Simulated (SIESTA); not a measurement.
The system is Ru.

```
Ru
1.0
     2.70580    0.00000    0.00000
    -1.35290    2.34329    0.00000
     0.00000    0.00000    4.28190
Ru
2
Direct
  0.66667 0.33333 0.75000
  0.33333 0.66667 0.25000
```

```yaml
Program: SIESTA 5.4.2
Task: single point
Functional: PBEsol
Potentials_or_basis: PseudoDojo 0.4 standard (PBEsol files)
Basis: DZP (energy shift 0.003 Ry; two zetas on semicore shells)
Grid_cutoff: 800 Ry
Energy_shift: 0.003 Ry
k_mesh: 11 × 11 × 6
Occupations: fermi-dirac, width 0.05 eV
Spin: no spin polarisation
```

On this cell: pressure -2.5 GPa; largest force under 0.003 eV/Å; band gap on the k mesh none (metal or under the smearing width).

The same run follows on a disturbed copy (atoms moved at random, drawn with an rms of 0.05 Å):

```xyz
2
Lattice="2.7058 0.0000 0.0000 -1.3529 2.3433 0.0000 0.0000 0.0000 4.2819" Properties=species:S:1:pos:R:3 pbc="T T T"
Ru    1.3541    0.8057    3.1908
Ru   -0.0504    1.5944    1.0434
```

What does the disturbed cell give?

The energy (extrapolated to zero smearing) moves by +5.0 meV/atom; pressure -2.4 GPa; largest force 0.370 eV/Å; band gap on the k mesh none (metal or under the smearing width).

Forces on the atoms (eV/Å):
```
Ru  -0.352  0.055 -0.099
Ru   0.353 -0.052  0.099
```

Stress tensor (GPa, compression positive):
```
-2.91  1.18  0.07
 1.18 -2.53 -0.01
 0.07 -0.01 -1.78
```

Caveats: the basis of atomic orbitals isn't converged, which shifts pressures, moduli and gaps.
